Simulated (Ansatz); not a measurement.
## From barrier to diffusion: H in ZrS2

All numbers below come from DFT PBE, scalar-relativistic, plane waves, PAW (Ansatz). Settings: 420 eV cutoff, 2×2×2 k-mesh, shifted by half a step, Gaussian smearing of 0.02 eV, no spin polarisation.

Host crystal, relaxed:

```
Zr S
1.0
     3.68521    0.00000    0.00000
    -1.84260    3.19148    0.00000
     0.00000    0.00000    6.75791
Zr S
1 2
Direct
  0.00000 0.00000 0.00000
  0.66667 0.33333 0.78568
  0.33333 0.66667 0.21432
```

In a supercell of 24 host sites with charge +1, interstitial H hops to an equivalent place, moving 2.44 Å. Climbing-image nudged elastic band at fixed cell; the order of the saddle wasn't checked, and the small cell leaves errors of about a tenth of an eV. Zero-point motion and tunnelling, which matter for H, are left out.

| image | path (Å) | E − E(0) (eV) |
| --- | --- | --- |
| 0 | 0.00 | 0.000 |
| 1 | 0.56 | 0.078 |
| 2 | 1.12 | 0.329 |
| 3 | 1.69 | 1.145 |
| 4 | 2.25 | 0.329 |
| 5 | 2.81 | 0.078 |
| 6 | 3.37 | 0.000 |

Question: What are the barriers forward and back, and what attempt frequency does the shape suggest?

Answer: Forward 1.14 eV, back 1.14 eV, the ends being level. For a sinusoidal profile E_b sin²(πx/l), with the H atom alone moving, ν = (1/l)√(E_b/2m) = 3.0×10¹³ s⁻¹, within an order of magnitude of the customary 10¹³ s⁻¹; a true prefactor needs the vibrations at the minimum and at the saddle.

Question: With ν = 10¹³ s⁻¹, give the forward jump rate along this one path, the wait 1/k for that jump, the diffusivity D ≈ l²k and the distance √(Dt) covered in an hour at 300, 600 and 1000 K, taking the host as solid throughout.

Answer: k = ν exp(−E_b/k_BT):
```tsv
T (K)	k (1/s)	wait (s)	D (cm²/s)	√(Dt) in 1 h (nm)
300	5.9×10⁻⁷	1.7×10⁶	3.5×10⁻²²	0.011
600	2425	4.1×10⁻⁴	1.4×10⁻¹²	721
1000	1.7×10⁷	5.9×10⁻⁸	1.0×10⁻⁸	6.0×10⁴
```

D = l²k holds for six equivalent jumps in three dimensions (z l²k/6) and is a scale otherwise. Long-range transport needs a connected net of such jumps, and traps slow it. D is that of an interstitial already there. An error of 0.1 eV in the barrier changes k by a factor of 48 at 300 K and 3.2 at 1000 K.

Cost: 1 run of about 28 core-minutes, on Arm Neoverse V2 (shared hosts).